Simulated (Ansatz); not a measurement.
## PbSe: from a first guess to the relaxed rocksalt type

First guess:

```yaml
crystal:
  lattice:
    - [0.00000, 2.85252, 2.85252]
    - [2.85252, 0.00000, 2.85252]
    - [2.85252, 2.85252, 0.00000]
  atoms:
    - { symbol: Pb, position: [0.00000, 0.00000, 0.00000] }
    - { symbol: Se, position: [0.50000, 0.50000, 0.50000] }
```

The calculation used DFT, PBE, PAW with Ansatz's default frozen-core files, scalar-relativistic in Ansatz 0.2.0.

Cell and atoms relax within the symmetry of the start on a 10×10×10 k mesh with 0.03 eV Fermi–Dirac smearing.

The start is built from a prototype, known or not as a phase of this compound; the cutoff is 420 eV.

Spin–orbit coupling is left out, though it moves levels of the heavy atoms by tenths of an eV or more.

Question: What is the pressure of the first guess?

Answer: 21.1 GPa.

Question: What does it relax to?

Answer: a = 6.216 Å, b = 6.216 Å, c = 6.216 Å, α = 90.00°, β = 90.00°, γ = 90.00° (conventional cell), 30.02 Å³ per atom:
```cif
data_structure
_symmetry_space_group_name_H-M 'Fm-3m'
_symmetry_Int_Tables_number 225
_cell_length_a 6.2159
_cell_length_b 6.2159
_cell_length_c 6.2159
_cell_angle_alpha 90.000
_cell_angle_beta 90.000
_cell_angle_gamma 90.000
_cell_volume 240.17
loop_
_atom_site_label
_atom_site_type_symbol
_atom_site_symmetry_multiplicity
_atom_site_Wyckoff_symbol
_atom_site_fract_x
_atom_site_fract_y
_atom_site_fract_z
_atom_site_occupancy
Pb1 Pb 4 a 0.00000 0.00000 0.00000 1
Se1 Se 4 b 0.50000 0.00000 0.00000 1
```

Question: How much energy does the relaxation release?

Answer: 358 meV/atom.
